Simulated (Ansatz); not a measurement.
# SnTe (Fm-3m) in Ansatz: a series of runs

One crystal, SnTe, is run at these levels: PBE, PBEsol+D4; tasks: band structure, single point, equation of state.

Everything below comes from runs of Ansatz 0.2.0. Logs are shortened: lines on timing, memory, paths and dates and some standing lists are left out, and cuts for length are marked.

**What was measured.**

A printed reference work, textbook reports, for a bulk crystal of SnTe at 300 K: band gap 0.18 eV (direct).

How close the calculation comes is told below.

## (1) Starting point

Symmetry: Fm-3m, No. 225, cubic system. Conventional cell: a = 6.302 Å, b = 6.302 Å, c = 6.302 Å, α = 90.00°, β = 90.00°, γ = 90.00°. Te (site symmetry m-3m) is surrounded by 6 Sn at 3.15 Å. Around Sn (site symmetry m-3m) lie 6 Te at 3.15 Å.

## (2) Band structure, PBE

input.yaml

```yaml
crystal:
  lattice:
    - [0.0, 3.15085, 3.15085]
    - [3.15085, 0.0, 3.15085]
    - [3.15085, 3.15085, 0.0]
  atoms:
    - { symbol: Te, position: [0.5, 0.5, 0.5] }
    - { symbol: Sn, position: [0.0, 0.0, 0.0] }
hamiltonian:
  xc: pbe
  pseudopotentials: { kind: paw }
kpoints:
  mp_grid: { grid: [7, 7, 7] }
  band_path:
    path:
      - [[0.0, 0.0, 0.0], [0.5, 0.0, 0.5], [0.5, 0.25, 0.75], [0.375, 0.375, 0.75], [0.0, 0.0, 0.0], [0.5, 0.5, 0.5], [0.625, 0.25, 0.625], [0.5, 0.25, 0.75], [0.5, 0.5, 0.5], [0.375, 0.375, 0.75]]
      - [[0.625, 0.25, 0.625], [0.5, 0.0, 0.5]]
    npoints: 14
scf:
  occupations: { method: fermi_dirac, width: 0.05 }
  n_extra_bands: 6
output:
  forces: true
  stress: true
  eigenvalues: true
  fatbands: true
  write_density: true
  write_potential: true
  elf: true
  volumetric_format: npy
```

Potentials or basis: Ansatz PAW.

Launch:

```
ansatz run input.yaml --threads 2 --pin off --max-ram 5120MiB --backend cpu --events-out ev --progress --plain --runs-dir out
```

Log:

```text
Warning: RAYON_NUM_THREADS=2 ignored (pool sized by the plan → 2); use --threads N
scf.n_extra_bands = 6 over 15 filled bands (N_el = 30.0): the run solves 21 bands
Engine: ansatz 0.2.0, aarch64-unknown-linux-gnu
Pseudopotentials: kind: paw
Pseudopotential: Te, paw, valence charge 16, recommended cutoff 420 eV (normal), Te.paw.azcp
Pseudopotential: Sn, paw, valence charge 14, recommended cutoff 420 eV (normal), Sn.paw.azcp
Functional definition: PBE
  parameter kappa = 0.804
  parameter beta = 0.06672455060314922
  exchange = pbe_x(kappa = kappa, mu = beta*pi^2/3)
  correlation = pbe_c(beta = beta)
Crystal: 2 atoms, lattice volume = 62.562 Å³
Basis set: ecut = 420 eV, 1243 PW (Γ), exchange–correlation on 60×60×60 points (8 copies of the dense FFT grid, shifted against one another)
Bands: 21, of which v1, the nominal top of the filled ones, is band 15 counted from 1 (14 counted from 0)
Symmetry: 48 space group operations
Space group: Fm-3m (ITA 225), of the structure as read, at distance tolerance 4.0e-5 Å
k-points: 20 of 343
Non-local potential: Te, projectors of the file, l = 0: 2, l = 1: 2, l = 2: 2, l = 3: 2
Non-local potential: Sn, projectors of the file, l = 0: 2, l = 1: 2, l = 2: 2, l = 3: 2
PAW form: soft (Blöchl's): semilocal exchange-correlation on the pseudo side does not see the compensation charge
PAW one-centre angular grid: Te, 590 points (default); XC on 64 Gauss nodes
PAW one-centre angular grid: Sn, 590 points (default); XC on 64 Gauss nodes
Initial density: superposition of atomic densities (neutral atoms: chi_scale 0, normalization atom), corrected by the library's trained network
Initial wavefunctions: pseudopotential atomic-orbital guess
Functional: x = pbe(κ = 0.804, μ = 0.2195149727645171), c = pbe(β = 0.06672455060314922)
SCF iter   1: F=—  HF=-13004.730325 eV  |F-HF|=—  |Δ(HF+E_count)|=         —  Δρ=5.46e-4  dr2=1.24e-4  ethr=1.77e-3  ⟨swp⟩=6.7  Hψ=2260  notcnv=0
preconditioner: auto → none  [insulator: Δε(μ)=0.662 eV  Ē_g=10.225 eV  σ=0.050 eV  W_gap=1.00  n_scr=14 (ndim 8)  ℏωp=14.8 eV  f_vac=0.009  D(μ)=0.00/eV (n_scr^D=0)  ε∞_Penn≈3.1]
SCF iter   2: F=—  HF=-13004.728783 eV  |F-HF|=—  |Δ(HF+E_count)|=   1.54e-3  Δρ=3.90e-4  dr2=7.74e-5  ethr=4.15e-7  ⟨swp⟩=3.0  Hψ=1026  notcnv=0
SCF iter   3: F=—  HF=-13004.728791 eV  |F-HF|=—  |Δ(HF+E_count)|=   7.22e-6  Δρ=1.75e-4  dr2=1.36e-5  ethr=2.58e-7  ⟨swp⟩=2.1  Hψ=606  notcnv=0
SCF iter   4: F=—  HF=-13004.728817 eV  |F-HF|=—  |Δ(HF+E_count)|=   2.59e-5  Δρ=5.70e-5  dr2=2.03e-6  ethr=4.52e-8  ⟨swp⟩=2.0  Hψ=701  notcnv=0  defer=1
SCF iter   5: F=—  HF=-13004.728815 eV  |F-HF|=—  |Δ(HF+E_count)|=   1.05e-6  Δρ=2.83e-5  dr2=4.96e-7  ethr=6.75e-9  ⟨swp⟩=2.4  Hψ=703  notcnv=0
SCF iter   6: F=-13004.728815 eV  HF=-13004.728815 eV  |F-HF|=6.39e-8  |Δ(HF+E_count)|=   3.48e-7  Δρ=8.30e-6  dr2=4.32e-8  ethr=3.33e-10  ⟨swp⟩=10.2  Hψ=3236  notcnv=0
SCF 1 converged in 6 iterations: F = -13004.728815 eV  dr2 = 4.32e-8
NSCF: frozen V_eff on 142 k-points
SCF converged after 6 iterations
Free energy (F): -13004.728815 eV
Harris-Foulkes:  -13004.728815 eV  (|F-HF|=6.39e-8)
Internal energy: -13004.728743 eV  (E = F + TS)
E sigma→0 (E₀):  -13004.728779 eV
Entropy (-TS):   -0.000072 eV (-0.036 meV/atom)
Fermi energy:    9.762274 eV
--- Per-component energies (eV) ---
  E_band       = -353.581843
  E_kinetic    = 366.171529
  E_local      = -2152.588333  (includes V_loc(G=0)·N_el)
  E_nonlocal   = -343.012482
  E_hartree    = 1353.593322
  E_xc         = -507.786273
  E_vxc        = -201.036060  (∫ρ·V_xc dr)
  E_paw        = -8795.615822  (= ΣΔE_a)
  E_vpaw       = -730.288389  (= ΣTr[D̂ρ^β])
  E_aug_tail   = -0.000158  (compensation charges beyond the density's cutoff)
  E_ewald      = -2925.490525
  E_smearing   = -0.000072  (= −TS)
  E_closure    = 0.000000  (closes the sum)
  Σ components = -13004.728815   (vs F -13004.728815, Δ=0.00e0)
--- Forces (eV/Å), atoms counted from 1 ---
  atom   1  Te     0.00000000    -0.00000000    -0.00000000
  atom   2  Sn    -0.00000000     0.00000000    -0.00000000
  max |Σ_I F_I| component: 3.77e-29 eV/Å
--- Stress (GPa, compression-positive) ---
        2.227273      -0.000000      -0.000000
       -0.000000       2.227273      -0.000000
        0.000000      -0.000000       2.227273
  P = ⅓ Tr σ = 2.2273 GPa (22.273 kbar)
--- Band table (eV; the first three rows and the last of 20) ---
  k-point 0: bands = ["-27.3920", "-27.3920", "-27.3880", "-27.3880", "-27.3880", "-12.2194", "-12.2194", "-12.2146", "-12.2146", "-12.2146", "-3.1225", "5.0068", "7.5396", "7.5396", "7.5396", "13.0395", "13.0395", "13.0395", "14.4608", "14.4608", "14.4608"]
  k-point 1: bands = ["-27.3919", "-27.3919", "-27.3880", "-27.3879", "-27.3879", "-12.2204", "-12.2204", "-12.2143", "-12.2135", "-12.2135", "-2.9517", "4.1235", "7.5702", "7.5702", "8.1482", "12.2046", "12.2046", "12.2434", "14.4118", "14.8793", "14.8793"]
  k-point 2: bands = ["-27.3918", "-27.3918", "-27.3878", "-27.3876", "-27.3876", "-12.2231", "-12.2231", "-12.2137", "-12.2105", "-12.2105", "-2.4837", "2.6535", "7.6819", "7.6819", "8.8964", "10.9779", "10.9779", "11.0478", "15.1008", "16.0310", "16.0310"]
  k-point 19: bands = ["-27.3921", "-27.3915", "-27.3877", "-27.3874", "-27.3868", "-12.2318", "-12.2203", "-12.2126", "-12.2097", "-12.2045", "-1.4892", "2.2044", "4.7363", "5.4549", "8.4590", "10.8807", "13.8196", "14.7298", "14.9626", "16.1756", "19.5529"]
```

bands.tsv:

```text
# k_distance	band_0	band_1	band_2	band_3	band_4	band_5	band_6	band_7	band_8	band_9	band_10	band_11	band_12	band_13	band_14	band_15	band_16	band_17	band_18	band_19	band_20
# fermi_ev = 9.762274
[... 158 lines left out ...]
6.349978	-37.154639	-37.153694	-37.150639	-37.149052	-37.149050	-21.999927	-21.980560	-21.977179	-21.966239	-21.966208	-11.303280	-6.573910	-5.645690	-3.810507	-3.788976	2.139098	4.786097	4.810179	6.290480	9.151121	10.284278
6.375158	-37.154645	-37.153693	-37.150649	-37.149048	-37.149047	-22.000011	-21.980626	-21.977105	-21.966192	-21.966184	-11.304818	-6.548891	-5.651885	-3.818260	-3.812788	2.113860	4.833666	4.839824	6.305111	9.092761	10.419519
6.400337	-37.154646	-37.153693	-37.150652	-37.149046	-37.149046	-22.000038	-21.980647	-21.977079	-21.966176	-21.966176	-11.305337	-6.540413	-5.653950	-3.820844	-3.820844	2.105422	4.849831	4.849831	6.310005	9.073002	10.474877
```

fatbands.tsv:

```text
# ik	k_distance	band	e_minus_ef	te0_l0_5S	te0_l1_5P	te0_l2_4D	sn1_l0_5S	sn1_l1_5P	sn1_l2_4D
# fermi_ev = 9.762274
# lock_threshold_ev = 1e-12
# [0, 0, 0] at k_distance = 0.000000
# [0.5, 0, 0.5] at k_distance = 0.997062
# [0.5, 0.25, 0.75] at k_distance = 1.495593
# [0.375, 0.375, 0.75] at k_distance = 1.848108
# [0, 0, 0] at k_distance = 2.905651
# [0.5, 0.5, 0.5] at k_distance = 3.769132
# [0.625, 0.25, 0.625] at k_distance = 4.379706
# [0.5, 0.25, 0.75] at k_distance = 4.732220
# [0.5, 0.5, 0.5] at k_distance = 5.437250
# [0.375, 0.375, 0.75] at k_distance = 6.047823
# [0.625, 0.25, 0.625] at k_distance = 6.047823
# [0.5, 0, 0.5] at k_distance = 6.400337
# jumps = 127
# n_points = 142
0	0.000000	0	-37.154256	0.000000	0.000000	0.999926	0.000000	0.000000	0.000060
0	0.000000	1	-37.154256	0.000000	0.000000	0.999926	0.000000	0.000000	0.000060
0	0.000000	2	-37.150299	0.000000	0.000000	0.999985	0.000000	0.000000	0.000009
0	0.000000	3	-37.150299	0.000000	0.000000	0.999985	0.000000	0.000000	0.000009
0	0.000000	4	-37.150299	0.000000	0.000000	0.999985	0.000000	0.000000	0.000009
0	0.000000	5	-21.981720	0.000000	0.000000	0.000061	0.000000	0.000000	0.999850
[... 2519 lines left out ...]
120	5.786149	5	-21.991222	0.001304	0.001924	0.000007	0.000000	0.000197	0.996539
120	5.786149	6	-21.984768	0.000000	0.002647	0.000010	0.000000	0.000004	0.997308
120	5.786149	7	-21.974527
```

It took 4.3 s on 2 threads of Arm Neoverse V2, shared host; peak memory 0.36 GiB.

What came out:

```
Free energy             : -13004.7288 eV
Pressure                : 2.2 GPa
Band gap along the path : 0.07 eV, indirect (least direct gap 0.09 eV)
```

Levels at the corners of the path, in eV from the Fermi level:
```
point  band 13  band 14  band 15  band 16  band 17  band 18
    Γ    -2.22    -2.22    -2.22     3.28     3.28     3.28
    X    -5.65    -3.82    -3.82     2.11     4.85     4.85
    W    -4.91    -4.91    -0.90     0.78     4.55     4.55
    K    -5.26    -3.33    -2.79     2.95     3.01     4.13
    Γ    -2.22    -2.22    -2.22     3.28     3.28     3.28
    L    -1.89    -1.89    -0.06     0.03     0.30     0.30
    U    -5.26    -3.33    -2.79     2.95     3.01     4.13
    W    -4.91    -4.91    -0.90     0.78     4.55     4.55
    L    -1.89    -1.89    -0.06     0.03     0.30     0.30
    K    -5.26    -3.33    -2.79     2.95     3.01     4.13
    U    -5.26    -3.33    -2.79     2.95     3.01     4.13
    X    -5.65    -3.82    -3.82     2.11     4.85     4.85
```

Caveat: this odd mesh misses L, where the gap lies, so gap, dielectric constants and Born charges aren't listed; spin-orbit coupling is left out, which moves the levels of the heavy elements.

## (3) Single point, PBEsol+D4, 29.40 Å³/atom (volume scaled by 0.94)

input.yaml

```yaml
crystal:
  lattice:
    - [0.0, 3.0865288906, 3.0865288906]
    - [3.0865288906, 0.0, 3.0865288906]
    - [3.0865288906, 3.0865288906, 0.0]
  atoms:
    - { symbol: Te, position: [0.5, 0.5, 0.5] }
    - { symbol: Sn, position: [0.0, 0.0, 0.0] }
hamiltonian:
  xc: pbesol
  pseudopotentials: { kind: paw }
  dispersion: d4
kpoints:
  mp_grid: { grid: [7, 7, 7] }
scf:
  occupations: { method: fermi_dirac, width: 0.05 }
output:
  forces: true
  stress: true
  eigenvalues: true
  write_density: true
  write_potential: true
  elf: true
  volumetric_format: npy
```

Potentials or basis: Ansatz PAW.

Launch:

```
ansatz run input.yaml --threads 2 --pin off --max-ram 5120MiB --backend cpu --events-out ev --progress --plain --runs-dir out
```

It took 1.1 s on 2 threads of Arm Neoverse V2, shared host; peak memory 0.32 GiB.

Results (log left out):

- Free energy: -12852.3644 eV
- Pressure: 1.5 GPa

Caveat: this odd mesh misses L, where the gap lies, so gap, dielectric constants and Born charges aren't listed; the PAW data sets come from PBE, with cores solved anew for the run's functional, which leaves a small shift of forces and pressure.

## (4) Single point, PBEsol+D4, 30.03 Å³/atom (volume scaled by 0.96)

input.yaml

```yaml
crystal:
  lattice:
    - [0.0, 3.1082657258, 3.1082657258]
    - [3.1082657258, 0.0, 3.1082657258]
    - [3.1082657258, 3.1082657258, 0.0]
  atoms:
    - { symbol: Te, position: [0.5, 0.5, 0.5] }
    - { symbol: Sn, position: [0.0, 0.0, 0.0] }
hamiltonian:
  xc: pbesol
  pseudopotentials: { kind: paw }
  dispersion: d4
kpoints:
  mp_grid: { grid: [7, 7, 7] }
scf:
  occupations: { method: fermi_dirac, width: 0.05 }
output:
  forces: true
  stress: true
  eigenvalues: true
```

Launch:

```
ansatz run input.yaml --threads 2 --pin off --max-ram 5120MiB --backend cpu --events-out ev --progress --plain --runs-dir out
```

Wall time 0.87 s (2 threads of Arm Neoverse V2, shared host); peak memory 0.32 GiB.

The run converged. Its results:

```yaml
Free_energy: -12852.3713 eV
Pressure: 0.3 GPa
```

Caveat: this odd mesh misses L, where the gap lies, so gap, dielectric constants and Born charges aren't listed; the PAW data sets come from PBE, with cores solved anew for the run's functional, which leaves a small shift of forces and pressure.

## (5) Single point, PBEsol+D4, 30.66 Å³/atom (volume scaled by 0.98)

Changes to input.yaml since step 4:

```diff
@@ -2,5 +2,5 @@
   lattice:
-    - [0.0, 3.1082657258, 3.1082657258]
-    - [3.1082657258, 0.0, 3.1082657258]
-    - [3.1082657258, 3.1082657258, 0.0]
+    - [0.0, 3.1297027185, 3.1297027185]
+    - [3.1297027185, 0.0, 3.1297027185]
+    - [3.1297027185, 3.1297027185, 0.0]
   atoms:
@@ -20 +20,5 @@
   eigenvalues: true
+  write_density: true
+  write_potential: true
+  elf: true
+  volumetric_format: npy
```

Launch:

```
ansatz run input.yaml --threads 2 --pin off --max-ram 5120MiB --backend cpu --events-out ev --progress --plain --runs-dir out
```

Run time: 1.2 s. Hardware: 2 threads of Arm Neoverse V2, shared host; peak memory 0.33 GiB.

Results (log left out):

| Item | Value |
| --- | --- |
| Free energy | -12852.3698 eV |
| Pressure | -0.7 GPa |

Caveat: this odd mesh misses L, where the gap lies, so gap, dielectric constants and Born charges aren't listed; the PAW data sets come from PBE, with cores solved anew for the run's functional, which leaves a small shift of forces and pressure.

## (6) Single point, PBEsol+D4, 31.28 Å³/atom

input.yaml

```yaml
crystal:
  lattice:
    - [0.0, 3.15085, 3.15085]
    - [3.15085, 0.0, 3.15085]
    - [3.15085, 3.15085, 0.0]
  atoms:
    - { symbol: Te, position: [0.5, 0.5, 0.5] }
    - { symbol: Sn, position: [0.0, 0.0, 0.0] }
hamiltonian:
  xc: pbesol
  pseudopotentials: { kind: paw }
  dispersion: d4
kpoints:
  mp_grid: { grid: [7, 7, 7] }
scf:
  occupations: { method: fermi_dirac, width: 0.05 }
output:
  forces: true
  stress: true
  eigenvalues: true
```

Potentials or basis: Ansatz PAW.

Launch:

```
ansatz run input.yaml --threads 2 --pin off --max-ram 5120MiB --backend cpu --events-out ev --progress --plain --runs-dir out
```

It took 0.95 s on 2 threads of Arm Neoverse V2, shared host; peak memory 0.32 GiB.

The run converged. Its results:

```yaml
Free_energy: -12852.3608 eV
Pressure: -1.6 GPa
```

Caveat: this odd mesh misses L, where the gap lies, so gap, dielectric constants and Born charges aren't listed; the PAW data sets come from PBE, with cores solved anew for the run's functional, which leaves a small shift of forces and pressure.

## (7) Single point, PBEsol+D4, 31.91 Å³/atom (volume scaled by 1.02)

Changes to input.yaml since step 6:

```diff
@@ -2,5 +2,5 @@
   lattice:
-    - [0.0, 3.15085, 3.15085]
-    - [3.15085, 0.0, 3.15085]
-    - [3.15085, 3.15085, 0.0]
+    - [0.0, 3.1717171644, 3.1717171644]
+    - [3.1717171644, 0.0, 3.1717171644]
+    - [3.1717171644, 3.1717171644, 0.0]
   atoms:
@@ -20 +20,5 @@
   eigenvalues: true
+  write_density: true
+  write_potential: true
+  elf: true
+  volumetric_format: npy
```

Launch:

```
ansatz run input.yaml --threads 2 --pin off --max-ram 5120MiB --backend cpu --events-out ev --progress --plain --runs-dir out
```

Run time: 1.3 s. Hardware: 2 threads of Arm Neoverse V2, shared host; peak memory 0.33 GiB.

It converged, with:

* Free energy: -12852.3452 eV
* Pressure: -2.4 GPa

Caveat: this odd mesh misses L, where the gap lies, so gap, dielectric constants and Born charges aren't listed; the PAW data sets come from PBE, with cores solved anew for the run's functional, which leaves a small shift of forces and pressure.

## (8) Single point, PBEsol+D4, 32.53 Å³/atom (volume scaled by 1.04)

input.yaml

```yaml
crystal:
  lattice:
    - [0.0, 3.1923133075, 3.1923133075]
    - [3.1923133075, 0.0, 3.1923133075]
    - [3.1923133075, 3.1923133075, 0.0]
  atoms:
    - { symbol: Te, position: [0.5, 0.5, 0.5] }
    - { symbol: Sn, position: [0.0, 0.0, 0.0] }
hamiltonian:
  xc: pbesol
  pseudopotentials: { kind: paw }
  dispersion: d4
kpoints:
  mp_grid: { grid: [7, 7, 7] }
scf:
  occupations: { method: fermi_dirac, width: 0.05 }
output:
  forces: true
  stress: true
  eigenvalues: true
```

Launch:

```
ansatz run input.yaml --threads 2 --pin off --max-ram 5120MiB --backend cpu --events-out ev --progress --plain --runs-dir out
```

Run time: 0.96 s. Hardware: 2 threads of Arm Neoverse V2, shared host; peak memory 0.33 GiB.

The run converged. Its results:

```
Free energy : -12852.3236 eV
Pressure    : -3.1 GPa
```

Caveat: this odd mesh misses L, where the gap lies, so gap, dielectric constants and Born charges aren't listed; the PAW data sets come from PBE, with cores solved anew for the run's functional, which leaves a small shift of forces and pressure.

## (9) Single point, PBEsol+D4, 33.16 Å³/atom (volume scaled by 1.06)

Changes to input.yaml since step 8:

```diff
@@ -2,5 +2,5 @@
   lattice:
-    - [0.0, 3.1923133075, 3.1923133075]
-    - [3.1923133075, 0.0, 3.1923133075]
-    - [3.1923133075, 3.1923133075, 0.0]
+    - [0.0, 3.2126470615, 3.2126470615]
+    - [3.2126470615, 0.0, 3.2126470615]
+    - [3.2126470615, 3.2126470615, 0.0]
   atoms:
```

Potentials or basis: Ansatz PAW.

Launch:

```
ansatz run input.yaml --threads 2 --pin off --max-ram 5120MiB --backend cpu --events-out ev --progress --plain --runs-dir out
```

It took 0.97 s on 2 threads of Arm Neoverse V2, shared host; peak memory 0.33 GiB.

The run converged. Its results:

| Item | Value |
| --- | --- |
| Free energy | -12852.2970 eV |
| Pressure | -3.7 GPa |

Caveat: this odd mesh misses L, where the gap lies, so gap, dielectric constants and Born charges aren't listed; the PAW data sets come from PBE, with cores solved anew for the run's functional, which leaves a small shift of forces and pressure.

## (10) Equation of state, PBEsol+D4

This step only gathers the single runs of the series.

What came out:

| Property | Result |
| --- | --- |
| Equilibrium volume | 30.22 Å³/atom |
| Bulk modulus | 50 GPa |
| Pressure derivative of the bulk modulus | 4.8 |

Energy against volume, from the lowest point:
```tsv
volume (Å³/atom)	energy (meV/atom)
29.404	3.44
30.030	0.00
30.656	0.74
31.281	5.23
31.907	13.05
32.532	23.83
33.158	37.16
```

Caveat: this odd mesh misses L, where the gap lies, so gap, dielectric constants and Born charges aren't listed. The run has no spin-orbit coupling, so splittings on Te are missing.

## (11) How close it comes

Step 2. Measured gap of SnTe: 0.18 eV (direct; 300 K; a printed reference work, textbook). This calculation gives 0.07 eV (-0.11 eV). Spin-orbit coupling on Sn, Te is left out. The value is that of PBE, without temperature or zero-point motion. Semilocal functionals fall short of measured gaps as a rule.
